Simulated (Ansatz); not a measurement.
# The 3-layer graphene (AB) between two gates

Aim: screening and gap of the neutral 3-layer graphene (AB) between oppositely charged gates.

Program: Ansatz 0.2.0. Level of theory: plane-wave DFT, PBE-D3(BJ), Ansatz PAW (set soft_1); PAW set soft_1, in the first sound run; inputs show where later runs differ. Results are calculated unless marked as measured.

## 1. Set-up

The cell holds 6 atoms: 6 C. Its edges and angles: a = 2.467 Å, b = 2.467 Å, c = 44.400 Å, α = 90.0°, β = 90.0°, γ = 120.0°. Regions: layer 1: graphene, 2 atoms (2 C); layer 2: graphene, 2 atoms (2 C); layer 3: graphene, 2 atoms (2 C). Vacuum lies along c.

## 2. Relaxation

The starting cell is a guess, so the in-plane lattice and the atoms are relaxed first, with the slab cut off from its images along the normal.

File input.yaml:

```yaml
crystal:
  lattice:
    - [2.467, 0.0, 0.0]
    - [-1.2335, 2.1364846711, 0.0]
    - [0.0, 0.0, 44.4000000018]
  atoms:
    - { symbol: C, position: [0.6666666667, 0.3333333333, 0.4245495495] }
    - { symbol: C, position: [0.3333333333, 0.6666666667, 0.4245495495] }
    - { symbol: C, position: [0.0, 0.0, 0.5] }
    - { symbol: C, position: [0.6666666667, 0.3333333333, 0.5] }
    - { symbol: C, position: [0.6666666667, 0.3333333333, 0.5754504505] }
    - { symbol: C, position: [0.3333333333, 0.6666666667, 0.5754504505] }
  periodic: [true, true, false]
kpoints:
  mp_grid: { grid: [18, 18, 1] }
hamiltonian:
  xc: pbe
  dispersion: d3bj
  pseudopotentials: { kind: paw, azcp: { folder: soft_1 } }
scf:
  occupations: { method: fermi_dirac, width: 0.05 }
  convergence: { dr2_threshold: 1.0e-09 }
relax:
  f_tol: 0.004
  max_steps: 90
  cell: {}
output:
  write_potential: true
  write_density: true
  volumetric_format: npy
```

Command:

```
$ ansatz run input.yaml --threads 4 --pin off --max-ram 8192MiB --backend cpu --events-out ev --progress --plain --runs-dir out
```

Numbers of over 12 decimals in the logs are rounded to 6 here.

What it wrote:

```text
Warning: relax.cell: scf.convergence.dr2_threshold = 1e-9 eV is looser than the 2.15138584985e-10 eV advised for a relaxation that steers and ends on the stress (1e-10 eV for each atom of the cell: 6, times the square of relax.cell.stress_2d_tol = 0.05 N/m over 16.7 Å (the atoms' height at the walk's start and 5 Å past either face), 2.994e-2 GPa, over a crystal's default 0.05). What an SCF threshold leaves in a stress goes as its square root, and in the free energy as the threshold itself, and one threshold admits the most on a small cell: [figures from the program's tests cut] Set scf.convergence.dr2_threshold to 2.15138584985e-10 eV or tighter. [rest of the remark cut]
Engine: ansatz 0.2.0, x86_64-unknown-linux-gnu
Pseudopotentials: kind: paw
Pseudopotential: C, paw, valence charge 4, recommended cutoff 420 eV (normal), soft_1/C.paw.azcp
Functional definition: PBE
  parameter kappa = 0.804
  parameter beta = 0.066725
  exchange = pbe_x(kappa = kappa, mu = beta*pi^2/3)
  correlation = pbe_c(beta = beta)
Crystal: 6 atoms, lattice volume = 234.019 Å³
Basis set: ecut = 420 eV, 4403 PW (Γ), exchange–correlation on 36×36×600 points (8 copies of the dense FFT grid, shifted against one another)
Bands: 18, of which v1, the nominal top of the filled ones, is band 12 counted from 1 (11 counted from 0)
Symmetry: 12 space group operations
Space group: P-6m2 (ITA 187), of the structure as read, at distance tolerance 6.2e-5 Å
k-points: 37 of 324 (time reversal used)
Non-local potential: C, projectors of the file, l = 0: 2, l = 1: 2, l = 2: 1
PAW form: soft (Blöchl's): semilocal exchange-correlation on the pseudo side does not see the compensation charge
PAW one-centre angular grid: C, 110 points (default); XC on 64 Gauss nodes
Initial density: superposition of atomic densities (neutral atoms: chi_scale 0, normalization atom)
Initial wavefunctions: pseudopotential atomic-orbital guess
Functional: x = pbe(κ = 0.804, μ = 0.219515), c = pbe(β = 0.066725)
SCF iter   1: F=—  HF=-1509.667356 eV  |F-HF|=—  |Δ(HF+E_count)|=         —  Δρ=6.07e-2  dr2=7.62e0  ethr=3.10e-3  ⟨swp⟩=15.6  Hψ=6905  notcnv=0
preconditioner: auto → LDOS  [metal: Δε(μ)=0.039 eV  Ē_g=16.287 eV  σ=0.050 eV  W_gap=0.19  n_scr=26 (ndim 8)  ℏωp=11.9 eV  f_vac=0.750  D(μ)=0.24/eV (n_scr^D=6)  β→1.0]
SCF iter   2: F=—  HF=-1506.919605 eV  |F-HF|=—  |Δ(HF+E_count)|=    2.75e0  Δρ=2.16e-2  dr2=1.18e0  ethr=3.10e-3  ⟨swp⟩=6.6  Hψ=2415  notcnv=0  defer=52
SCF iter   3: F=—  HF=-1506.396644 eV  |F-HF|=—  |Δ(HF+E_count)|=   5.23e-1  Δρ=3.15e-3  dr2=2.99e-2  ethr=3.10e-3  ⟨swp⟩=5.1  Hψ=2061  notcnv=0  defer=56
SCF iter   4: F=—  HF=-1506.391826 eV  |F-HF|=—  |Δ(HF+E_count)|=   4.82e-3  Δρ=2.34e-3  dr2=1.48e-2  ethr=1.24e-4  ⟨swp⟩=5.6  Hψ=2075  notcnv=0  defer=53
SCF iter   5: F=—  HF=-1506.388484 eV  |F-HF|=—  |Δ(HF+E_count)|=   3.34e-3  Δρ=9.00e-4  dr2=2.49e-3  ethr=6.18e-5  ⟨swp⟩=2.9  Hψ=1127  notcnv=0  defer=50
SCF iter   6: F=—  HF=-1506.387966 eV  |F-HF|=—  |Δ(HF+E_count)|=   5.17e-4  Δρ=1.82e-4  dr2=7.04e-5  ethr=1.04e-5  ⟨swp⟩=2.7  Hψ=1256  notcnv=0  defer=50
SCF iter   7: F=—  HF=-1506.387947 eV  |F-HF|=—  |Δ(HF+E_count)|=   1.90e-5  Δρ=3.03e-5  dr2=1.72e-6  ethr=2.93e-7  ⟨swp⟩=2.3  Hψ=1139  notcnv=0  defer=49
SCF iter   8: F=—  HF=-1506.387889 eV  |F-HF|=—  |Δ(HF+E_count)|=   5.87e-5  Δρ=1.07e-5  dr2=2.42e-7  ethr=7.18e-9  ⟨swp⟩=3.0  Hψ=1379  notcnv=0  defer=49
SCF iter   9: F=—  HF=-1506.387889 eV  |F-HF|=—  |Δ(HF+E_count)|=   2.15e-8  Δρ=2.42e-6  dr2=1.51e-8  ethr=1.01e-9  ⟨swp⟩=2.5  Hψ=1174  notcnv=0  defer=49
SCF iter  10: F=-1506.387889 eV  HF=-1506.387889 eV  |F-HF|=8.61e-9  |Δ(HF+E_count)|=   2.60e-8  Δρ=7.56e-7  dr2=6.85e-10  ethr=4.17e-12  ⟨swp⟩=8.7  Hψ=5110  notcnv=0
SCF 1 converged in 10 iterations: F = -1506.387889 eV  dr2 = 6.85e-10
  greatest PAW one-centre occupation: 0.673 electrons in one spin orbital (limit 2), on the C atom at site 3 (counted from 0), in its partial waves of l = 0
relax step   1: F+E_penalty+E_count = -1506.38788861 eV  Δ(F+E_penalty+E_count) = +0.000e0 eV  max|allowed force component| = 1.450e-2 eV/Å  Δτ_max = 0.0000 Å  P = -0.989 N/m  Ω = 234.019 Å³  fix = [c, alpha, beta]  reactions: c -0.000 N/m  (10 SCF iters, accepted)
Crystal: 6 atoms, lattice volume = 233.775 Å³
Initial density: handed on by an earlier stage of this run
Initial wavefunctions: those handed on with the density
iter 1 solved again at ethr=7.53e-4 eV; its pass at ethr=3.10e-3 eV (dr2=1.81e-1 eV) is discarded
SCF iter   1: F=—  HF=-1506.440966 eV  |F-HF|=—  |Δ(HF+E_count)|=         —  Δρ=9.00e-3  dr2=1.76e-1  ethr=7.53e-4  ⟨swp⟩=2.0  Hψ=5640  notcnv=0
preconditioner: auto → LDOS  [metal: Δε(μ)=0.005 eV  Ē_g=14.940 eV  σ=0.050 eV  W_gap=0.03  n_scr=26 (ndim 8)  ℏωp=11.9 eV  f_vac=0.756  D(μ)=0.25/eV (n_scr^D=6)  β→1.0]
SCF iter   2: F=—  HF=-1506.456627 eV  |F-HF|=—  |Δ(HF+E_count)|=   1.57e-2  Δρ=5.37e-3  dr2=2.40e-1  ethr=7.34e-4  ⟨swp⟩=4.9  Hψ=2094  notcnv=0  defer=17
SCF iter   3: F=—  HF=-1506.389962 eV  |F-HF|=—  |Δ(HF+E_count)|=   6.67e-2  Δρ=8.22e-4  dr2=5.42e-3  ethr=7.34e-4  ⟨swp⟩=4.1  Hψ=1754  notcnv=0  defer=43
SCF iter   4: F=—  HF=-1506.388505 eV  |F-HF|=—  |Δ(HF+E_count)|=   1.46e-3  Δρ=2.79e-4  dr2=1.05e-4  ethr=2.26e-5  ⟨swp⟩=3.0  Hψ=1462  notcnv=0  defer=44
SCF iter   5: F=—  HF=-1506.388524 eV  |F-HF|=—  |Δ(HF+E_count)|=   1.96e-5  Δρ=9.84e-5  dr2=1.50e-5  ethr=4.37e-7  ⟨swp⟩=3.0  Hψ=1236  notcnv=0  defer=43
SCF iter   6: F=—  HF=-1506.388600 eV  |F-HF|=—  |Δ(HF+E_count)|=   7.60e-5  Δρ=3.57e-5  dr2=2.07e-6  ethr=6.27e-8  ⟨swp⟩=2.6  Hψ=1159  notcnv=0  defer=43
SCF iter   7: F=—  HF=-1506.388539 eV  |F-HF|=—  |Δ(HF+E_count)|=   6.18e-5  Δρ=7.87e-6  dr2=8.83e-8  ethr=8.62e-9  ⟨swp⟩=2.4  Hψ=1150  notcnv=0  defer=43
SCF iter   8: F=—  HF=-1506.388539 eV  |F-HF|=—  |Δ(HF+E_count)|=   2.46e-7  Δρ=2.04e-6  dr2=6.25e-9  ethr=3.68e-10  ⟨swp⟩=2.7  Hψ=1199  notcnv=0  defer=43
SCF iter   9: F=-1506.388539 eV  HF=-1506.388539 eV  |F-HF|=7.65e-9  |Δ(HF+E_count)|=   4.06e-8  Δρ=6.05e-7  dr2=7.09e-10  ethr=4.17e-12  ⟨swp⟩=10.3  Hψ=4551  notcnv=0
SCF 2 converged in 9 iterations: F = -1506.388539 eV  dr2 = 7.09e-10
relax step   2: F+E_penalty+E_count = -1506.38853896 eV  Δ(F+E_penalty+E_count) = -6.503e-4 eV  max|allowed force component| = 7.724e-3 eV/Å  Δτ_max = 0.0682 Å  P = -0.262 N/m  Ω = 233.775 Å³  energy of the carried Pulay correction = +1.105e-4 eV  fix = [c, alpha, beta]  reactions: c -0.000 N/m  (9 SCF iters, accepted)
Crystal: 6 atoms, lattice volume = 233.693 Å³
iter 1 solved again at ethr=9.34e-5 eV; its pass at ethr=3.10e-3 eV (dr2=2.24e-2 eV) is discarded
SCF iter   1: F=—  HF=-1506.395816 eV  |F-HF|=—  |Δ(HF+E_count)|=         —  Δρ=3.27e-3  dr2=2.29e-2  ethr=9.34e-5  ⟨swp⟩=2.4  Hψ=4915  notcnv=0
preconditioner: auto → LDOS  [metal: Δε(μ)=0.006 eV  Ē_g=14.962 eV  σ=0.050 eV  W_gap=0.03  n_scr=26 (ndim 8)  ℏωp=11.9 eV  f_vac=0.758  D(μ)=0.24/eV (n_scr^D=6)  β→1.0]
SCF iter   2: F=—  HF=-1506.397393 eV  |F-HF|=—  |Δ(HF+E_count)|=   1.58e-3  Δρ=1.90e-3  dr2=3.17e-2  ethr=9.34e-5  ⟨swp⟩=4.4  Hψ=1925  notcnv=0  defer=13
SCF iter   3: F=—  HF=-1506.388840 eV  |F-HF|=—  |Δ(HF+E_count)|=   8.55e-3  Δρ=2.77e-4  dr2=2.02e-4  ethr=9.34e-5  ⟨swp⟩=3.5  Hψ=1432  notcnv=0  defer=14
SCF iter   4: F=—  HF=-1506.388799 eV  |F-HF|=—  |Δ(HF+E_count)|=   4.14e-5  Δρ=1.15e-4  dr2=2.54e-5  ethr=8.40e-7  ⟨swp⟩=3.2  Hψ=1543  notcnv=0  defer=25
SCF iter   5: F=—  HF=-1506.388875 eV  |F-HF|=—  |Δ(HF+E_count)|=   7.56e-5  Δρ=3.64e-5  dr2=2.18e-6  ethr=1.06e-7  ⟨swp⟩=2.2  Hψ=1085  notcnv=0  defer=25
SCF iter   6: F=—  HF=-1506.388810 eV  |F-HF|=—  |Δ(HF+E_count)|=   6.46e-5  Δρ=4.85e-6  dr2=5.32e-8  ethr=9.09e-9  ⟨swp⟩=3.2  Hψ=1333  notcnv=0  defer=26
SCF iter   7: F=—  HF=-1506.388810 eV  |F-HF|=—  |Δ(HF+E_count)|=   1.59e-7  Δρ=1.15e-6  dr2=3.42e-9  ethr=2.22e-10  ⟨swp⟩=2.6  Hψ=1086  notcnv=0  defer=26
SCF iter   8: F=-1506.388810 eV  HF=-1506.388810 eV  |F-HF|=4.18e-9  |Δ(HF+E_count)|=   3.57e-8  Δρ=3.58e-7  dr2=2.24e-10  ethr=4.17e-12  ⟨swp⟩=10.8  Hψ=4571  notcnv=0
SCF 3 converged in 8 iterations: F = -1506.388810 eV  dr2 = 2.24e-10
relax step   3: F+E_penalty+E_count = -1506.38881013 eV  Δ(F+E_penalty+E_count) = -2.712e-4 eV  max|allowed force component| = 6.792e-4 eV/Å  Δτ_max = 0.0248 Å  P = -0.046 N/m  Ω = 233.693 Å³  energy of the carried Pulay correction = +1.476e-4 eV  fix = [c, alpha, beta]  reactions: c -0.000 N/m  (8 SCF iters, accepted)
[...]
relax step   4: F+E_penalty+E_count = -1506.38871291 eV  Δ(F+E_penalty+E_count) = +9.722e-5 eV  max|allowed force component| = 6.768e-4 eV/Å  Δτ_max = 0.0000 Å  P = -0.051 N/m  Ω = 233.693 Å³  fix = [c, alpha, beta]  reactions: c -0.000 N/m  stress off target by 5.07e-2 N/m on what of the cell is left free  SCF on the basis re-selected at this cell (its energy is not comparable with the rows above)  (3 SCF iters)
[...]
relax step   5: F+E_penalty+E_count = -1506.38872390 eV  Δ(F+E_penalty+E_count) = -1.099e-5 eV  max|allowed force component| = 5.488e-5 eV/Å  Δτ_max = 0.0028 Å  P = -0.001 N/m  Ω = 233.675 Å³  energy of the carried Pulay correction = +8.274e-6 eV  fix = [c, alpha, beta]  reactions: c -0.000 N/m  (6 SCF iters, accepted)
iter 1 solved again at ethr=4.32e-7 eV; its pass at ethr=3.10e-3 eV (dr2=1.04e-4 eV) is discarded
SCF iter   1: F=—  HF=-1506.388685 eV  |F-HF|=—  |Δ(HF+E_count)|=         —  Δρ=1.07e-6  dr2=6.35e-10  ethr=4.32e-7  ⟨swp⟩=5.3  Hψ=8921  notcnv=0
eigensolver tolerance schedule: the retry pair's looser diagonalisation over-reported the residual by 163419.36 of it (diagonalisation noise at an unbounded share of the residual, at the tolerance the schedule requests for it); recorded, not acted on — ethr = c·dr2/N_el stays at c = 1.0e-1
preconditioner: auto → LDOS  [metal: Δε(μ)=0.006 eV  Ē_g=14.954 eV  σ=0.050 eV  W_gap=0.03  n_scr=26 (ndim 8)  ℏωp=11.9 eV  f_vac=0.758  D(μ)=0.25/eV (n_scr^D=6)  β→1.0]
SCF iter   2: F=—  HF=-1506.388697 eV  |F-HF|=—  |Δ(HF+E_count)|=   1.17e-5  Δρ=8.65e-7  dr2=5.31e-10  ethr=2.64e-12  ⟨swp⟩=22.1  Hψ=7363  notcnv=0
SCF iter   3: F=-1506.388697 eV  HF=-1506.388697 eV  |F-HF|=8.69e-10  |Δ(HF+E_count)|=   2.35e-9  Δρ=4.04e-7  dr2=7.32e-11  ethr=2.21e-12  ⟨swp⟩=6.8  Hψ=3960  notcnv=0
SCF 6 converged in 3 iterations: F = -1506.388697 eV  dr2 = 7.32e-11
relax step   6: F+E_penalty+E_count = -1506.38869680 eV  Δ(F+E_penalty+E_count) = +2.710e-5 eV  max|allowed force component| = 5.226e-5 eV/Å  Δτ_max = 0.0000 Å  P = -0.001 N/m  Ω = 233.675 Å³  fix = [c, alpha, beta]  reactions: c -0.000 N/m  stress off target by 1.30e-3 N/m on what of the cell is left free  SCF on the basis re-selected at this cell (its energy is not comparable with the rows above)  (3 SCF iters)
basis re-selected at this cell: Δ(F+E_penalty+E_count) = +2.710e-5 eV, ΔP = -0.001 N/m vs the last step (what re-selecting the basis moved, of the pressure what is left beyond the Pulay correction that the steps carried, after the strain that the cell walked since its last selection, with what the two solves' SCF thresholds leave and, on support functions, any second-order correction that the steps lacked; it is no m [...]
WARN: The output density's exchange-correlation potential varies sharply where the density is thin. Do not read a vacuum level from v_tot or v_xc, or from such a field of the output density. On a cell that repeats whose density bears no net charge and no dipole along the vacuum's axis use v_es (v_loc + v_h of the components); under efield.dipole_correction with no amplitude use v_es + v_field, which holds any externa [...]
SCF converged after 3 iterations
Free energy (F): -1506.388697 eV
Harris-Foulkes:  -1506.388697 eV  (|F-HF|=8.69e-10)
Internal energy: -1506.386992 eV  (E = F + TS)
E sigma→0 (E₀):  -1506.387844 eV
Entropy (-TS):   -0.001705 eV (-0.284 meV/atom)
Fermi energy:    -4.278711 eV
--- Per-component energies (eV) ---
  E_band       = -321.920664
  E_kinetic    = 531.161150
  E_local      = -78833.939334  (includes V_loc(G=0)·N_el)
  E_nonlocal   = 140.637227
  E_hartree    = 39117.130663
  E_xc         = -281.768900
  E_vxc        = -346.989055  (∫ρ·V_xc dr)
  E_paw        = -600.595060  (= ΣΔE_a)
  E_vpaw       = -47.052169  (= ΣTr[D̂ρ^β])
  E_aug_tail   = 0.000098  (compensation charges beyond the density's cutoff)
  E_ewald      = 38421.768909
  E_disp       = -0.781745  (pairwise vdW)
  E_smearing   = -0.001705  (= −TS)
  E_closure    = -0.000000  (closes the sum)
  Σ components = -1506.388697   (vs F -1506.388697, Δ=0.00e0)
--- Forces (eV/Å), atoms counted from 1 ---
  atom   1  C     -0.00000000     0.00000000    -0.00005226
  atom   2  C      0.00000000    -0.00000000     0.00001164
  atom   3  C      0.00000000     0.00000000     0.00000000
  atom   4  C      0.00000000    -0.00000000     0.00000000
  atom   5  C     -0.00000000     0.00000000     0.00005226
  atom   6  C     -0.00000000    -0.00000000    -0.00001164
  max |Σ_I F_I| component: 1.48e-16 eV/Å
--- 2D stress c σ (N/m, compression-positive) ---
       -0.001300       0.000000       0.000000
        0.000000      -0.001300       0.000000
        0.000000       0.000000       0.000000
  P = ½ c Tr σ = -0.0013 N/m
--- Band table (eV; the first three rows and the last of 37) ---
  k-point 0: bands = [... 8 lower, -7.3002, -7.3002, -7.2909, -7.2909, -0.7791, -0.6108, 0.2096, 0.2529, ... 2 higher]
  k-point 1: bands = [... 8 lower, -7.5870, -7.4620, -7.4570, -7.4461, -0.6811, -0.5117, 0.3106, 0.3543, ... 2 higher]
  k-point 2: bands = [... 8 lower, -8.4009, -7.8816, -7.8738, -7.8602, -0.3874, -0.2148, 0.6135, 0.6586, ... 2 higher]
  k-point 36: bands = [... 8 lower, -14.8310, -4.7113, -4.2893, -4.2821, -4.2762, -4.2672, -3.8160, 6.0966, ... 2 higher]
  the weakly bound empty levels are not read free of the cell's end (no_gap_told)
--- Relaxed structure (4 steps of the walk, 4 accepted, 2 SCFs on fresh bases) ---
  F+E_penalty+E_count = -1506.38869680 eV   max|allowed force component| = 5.226e-5 eV/Å   (the final SCF, on the basis selected at the relaxed cell)
  cell:  # Å, volume = 233.6751 Å³
    - [2.465184, 0.0, 0.0]
    - [-1.232592, 2.134912, 0.0]
    - [0.0, 0.0, 44.4000000018]
  atoms:
    - { symbol: C, position: [0.666667, 0.333333, 0.423645] }
    - { symbol: C, position: [0.333333, 0.666667, 0.423635] }
    - { symbol: C, position: [-2.4671622769088913e-17, -1.8503717076816665e-17, 0.500000] }
    - { symbol: C, position: [0.666667, 0.333333, 0.500000] }
    - { symbol: C, position: [0.666667, 0.333333, 0.576355] }
    - { symbol: C, position: [0.333333, 0.666667, 0.576365] }
```

It took 20 s on 4 threads of Intel Xeon Platinum 8488C (Sapphire Rapids), shared host; peak memory 0.63 GiB.

Step by step:

```csv
step,energy less that of the first step (eV),largest force component (eV/Å),volume (Å³)
1,0.0000,0.0145,234.02
2,-0.0006,0.0077,233.78
3,-0.0009,0.0007,233.69
4*,-0.0008,0.0007,233.69
5,-0.0008,0.0001,233.68
6*,-0.0008,0.0001,233.68
```

Relaxation steps marked * repeat the geometry before them on a plane-wave basis chosen anew for their cell, so energy and pressure can jump there.

Forces are held to the 12 operations that the run works with; a distortion that breaks them can't arise in this run.

| cell as run | before | after | change |
| --- | --- | --- | --- |
| a (Å) | 2.467 | 2.465 | -0.1 % |
| b (Å) | 2.467 | 2.465 | -0.1 % |

The atoms that moved most (Å, along periodic axes as changes of fractional coordinates times the final cell, across vacuum about the mean position):

```csv
atom,dx,dy,dz,length
C2,0.000,0.000,-0.041,0.041
C6,0.000,0.000,0.041,0.041
C1,0.000,0.000,-0.040,0.040
C5,0.000,0.000,0.040,0.040
```

Numbers from this step:

```
energy at zero smearing : -1506.3878 eV
```

The lattice constant a goes from 2.467 to 2.465 Å.

(Continued in part 2 of 3.)

[Logs are printed without paths, hosts, clocks, repeated set-up lines and the standing remarks that a program may print on its own settings, such as how far it seeks lower states.]

[Hosts, paths, dates, database ids (printed as entryN), source tags and the programs' standing remarks are cut or masked in the printed files.]

[Maps of the electrostatic potential energy from Ansatz leave out the sawtooth potential of an applied field or a dipole correction, so their vacuum need not be flat; planar profiles and work functions include it.]
